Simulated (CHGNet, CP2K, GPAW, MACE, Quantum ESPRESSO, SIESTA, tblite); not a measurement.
# Predicting plane-wave site energies from CP2K double zeta, RPBE: C in place of Si in Σ13 (510)[001] symmetric tilt boundary in Si with 11 % As, 6 of 8 solute atoms at the boundaries (76 atoms)

The cell holds 76 atoms: 68 Si and 8 As. Cell: a = 5.480 Å, b = 13.973 Å, c = 20.946 Å, α = 90.0°, β = 90.0°, γ = 90.0°. It derives from Si. Two grains of Si, mirror images, two boundaries a cell, the joint chosen and relaxed with the MACE-MP-0b2 potential; the cell scaled by Vegard's rule for 8 As among 76 atoms, 6 of them put at random on the 25 sites nearest the other grain and the rest on the 25 sites farthest from it; atoms relaxed with that potential at fixed cell. Lattice constants are starting values near those of PBE. Then the atoms were relaxed with MACE MP-0b3 medium in the fixed cell. Regions: lower grain, 40 atoms (34 Si and 6 As); upper grain, 36 atoms (34 Si and 2 As).

Calculated with Quantum ESPRESSO 7.5: PBE; plane waves, SSSP efficiency, 45/360 Ry; k-points Γ. The cheaper level is RPBE; DZVP-MOLOPT-SR, GTH-PBE potentials, 450 Ry; k-points Γ. Each row is one cell with C in place of Si, relaxed with MACE MP-0b3 medium; both levels solve the same cells, and energies are counted from site Si2 at each level.

| energy from CP2K double zeta, RPBE (eV) | energy from plane waves (eV) | site |
| --- | --- | --- |
| 0.000 | 0 | Si2 |
| 1.167 | ? | ? |
| 1.307 | 1.186 | Si6 |
| 1.361 | 1.245 | Si58 |
| 1.535 | 1.378 | Si5 |

**Question.** Fit a straight line to the rows given and interpolate to the withheld row.

**Working.**

Take u as the energy from CP2K double zeta, RPBE and v as that from plane waves.

```
 u (eV)   v (eV)
      0        0
1.30696  1.18650
1.36134  1.24534
1.53540  1.37810
```

With n = 4: mean u = 1.05092, mean v = 0.952485, Σ(u − ū)² = 1.5011, Σ(u − ū)(v − v̄) = 1.3580. Slope b = 1.3580 / 1.5011 = 0.90470; intercept a = v̄ − b ū = 0.0017169.

At the withheld site u = 1.167, and v = a + b u.

Prediction at 1.167: 1.057 eV. The run gave 1.040 eV, so the fit is high by 0.018 eV (1.7 % of the value).

The slope of 0.90 says that CP2K double zeta, RPBE spreads the sites about as widely as plane waves do. Taken as it stands, without the line, its value misses the withheld site by 0.13 eV. Among the rows given, the largest miss of the fit is at 1.535, by 0.013 eV (0.92 % of the range of the table).

Limits: Few sites, one cell. The geometries are those of MACE MP-0b3 medium, not of DFT.

[Logs are printed without paths, hosts, clocks, repeated set-up lines and the standing remarks that a program may print on its own settings, such as how far it seeks lower states.]

[Hosts, paths, dates, database ids (printed as entryN), source tags and the programs' standing remarks are cut or masked in the printed files.]
